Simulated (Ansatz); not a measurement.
**SnSe2: single points about a listed cell**

Aim: see how energy, forces, stress and gap of SnSe2 answer to distortions that keep the symmetry. Nothing is relaxed unless a step says so.

The COD entry's cell or inner coordinates are ideal or old and differ from later refinements, so a difference from it is no clean test against experiment.

Computed with Ansatz 0.2.0 (DFT PBEsol, scalar-relativistic, plane waves, PAW, unless a step's input says otherwise).

1 further run of the same task is left out (set aside as unsound or not needed).

### Step 1. The starting structure

It takes space group P-3m1 (No. 164, trigonal). The conventional cell has a = 3.811 Å, b = 3.811 Å, c = 6.137 Å, α = 90.00°, β = 90.00°, γ = 120.00°. Around Sn (site symmetry -3m) lie 6 Se at 2.68 Å. Se (site symmetry 3m) has 3 Sn at 2.68 Å as nearest neighbours.

As a file:

```cif
data_structure
_symmetry_space_group_name_H-M 'P 1'
_symmetry_Int_Tables_number 1
_cell_length_a 3.8110
_cell_length_b 3.8110
_cell_length_c 6.1370
_cell_angle_alpha 90.000
_cell_angle_beta 90.000
_cell_angle_gamma 120.000
_cell_volume 77.19
loop_
_atom_site_label
_atom_site_type_symbol
_atom_site_fract_x
_atom_site_fract_y
_atom_site_fract_z
_atom_site_occupancy
Sn1 Sn 0.00000 0.00000 0.00000 1
Se1 Se 0.33333 0.66667 0.25000 1
Se2 Se 0.66667 0.33333 0.75000 1
```

The structure comes from the Crystallography Open Database.

### Step 2. A change within the space group

What differs from the listed cell: strain xx, yy, zz, yz, xz, xy = -2.5, -2.5, -1.0, +0.0, +0.0, +0.0 %; atoms moved by 0.06 Å root mean square, at most 0.07 Å.

Contents of input.yaml:

```yaml
crystal:
  lattice:
    - [3.7173625415, 0.0, 0.0]
    - [-1.8586812708, 3.219330396, 0.0]
    - [0.0, 0.0, 6.07826891]
  atoms:
    - { symbol: Sn, position: [0.0, 0.0, 0.0] }
    - { symbol: Se, position: [0.3333333333, 0.6666666667, 0.2619740414] }
    - { symbol: Se, position: [0.6666666667, 0.3333333333, 0.7380259586] }
basis:
  ecutwfc: 420
kpoints:
  mp_grid: { grid: [9, 9, 6] }
hamiltonian:
  xc: pbesol
scf:
  occupations: { method: gaussian, width: 0.02 }
output:
  forces: true
  stress: true
  eigenvalues: true
```

Command:

```sh
> ansatz run input.yaml --threads 1 --pin off --max-ram 1331MiB --backend cpu --events-out ev --progress --plain --runs-dir out
```

### Step 3. A distortion that keeps the symmetry

Contents of input.yaml:

```yaml
crystal:
  lattice:
    - [3.8976608939, 0.0, 0.0]
    - [-1.9488304469, 3.3754733494, 0.0]
    - [0.0, 0.0, 6.18450038]
  atoms:
    - { symbol: Sn, position: [0.0, 0.0, 0.0] }
    - { symbol: Se, position: [0.3333333333, 0.6666666667, 0.2699567357] }
    - { symbol: Se, position: [0.6666666667, 0.3333333333, 0.7300432643] }
basis:
  ecutwfc: 420
kpoints:
  mp_grid: { grid: [9, 9, 6] }
hamiltonian:
  xc: pbesol
scf:
  occupations: { method: gaussian, width: 0.02 }
output:
  forces: true
  stress: true
  eigenvalues: true
```

Before running it: what results should come out? Wanted: for each run, case; energy; pressure; largest force.

The runs gave:

| step | case | energy (meV/atom) | pressure (GPa) | largest force (eV/Å) | gap on the mesh (eV) |
| --- | --- | --- | --- | --- | --- |
| 2 | a change within the space group | +0.0 | 4.1 | 0.24 | 0.43 |
| 3 | a distortion that keeps the symmetry | +20.8 | -4.7 | 0.84 | 0.19 |

Energies are counted from step 2, with the smearing taken to zero. 

What this shows: Among the distorted cells of the listed formula and level the largest force, 0.84 eV/Å, comes in step 3, shared by 2 atoms. Among the distorted cells of the listed formula and level the gap runs from 0.19 eV to 0.43 eV.

These are semilocal Kohn-Sham gaps, which aren't the measured quantity. Such gaps usually fall short of the measured ones.
